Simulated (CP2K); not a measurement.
O under changes of volume

One of the cells (11.066 Å³/atom); the others are scaled copies at fixed shape and fractional positions:

```
O
1.0
     4.33274    0.00000    0.00000
     3.50839    2.26880    0.00000
     0.82434   -0.28068    2.25137
O
2
Direct
  0.57890 0.57890 0.42110
  0.42110 0.42110 0.57890
```

| Quantity | Value |
| --- | --- |
| Program | CP2K 2026.2 |
| Functional | PBE |
| Potentials or basis | POTENTIAL_UZH O GTH-PBE-q6; TZVP-MOLOPT-PBE-GTH basis |
| Density cutoff | 8163 eV |
| k mesh | 12 × 12 × 12 |
| Occupations | fermi-dirac, width 0.05 eV |
| Spin | no spin polarisation |

```csv
volume (Å³/atom),energy over the lowest point (meV/atom),pressure (GPa),largest force (eV/Å)
10.402,?,?,?
10.623,10.00,6.2,1.016
10.844,3.30,3.6,0.429
11.066,0.02,1.3,0.127
11.287,0.00,-0.9,0.615
11.508,2.84,-2.8,1.107
11.730,7.99,-4.5,1.553
```

**Question.** What does the run at 10.402 Å³/atom give?

**Answer.** Energy over the lowest point 20.52 meV/atom; pressure 9.1 GPa; largest force 1.648 eV/Å.

Worked out: A Birch-Murnaghan fit of order 3 (a polynomial in V^(-2/3)) to the other rows has its minimum at 11.18 Å³/atom with B0 = V·E''(V) = 108 GPa and B' = 5.4 at fixed shape and positions, which overstates the stiffness. It gives 20.84 meV/atom at 10.402 Å³/atom, against the run's 20.52, and -dE/dV = 9.4 GPa, against 9.1.

Energies are extrapolated to zero smearing.

Caveats: spin is off for a triplet molecule; the basis of atomic orbitals isn't converged, which shifts pressures, moduli and gaps; forces of over 1 eV/Å show positions far from the minimum, so gaps and moduli don't describe the material at rest (some runs).
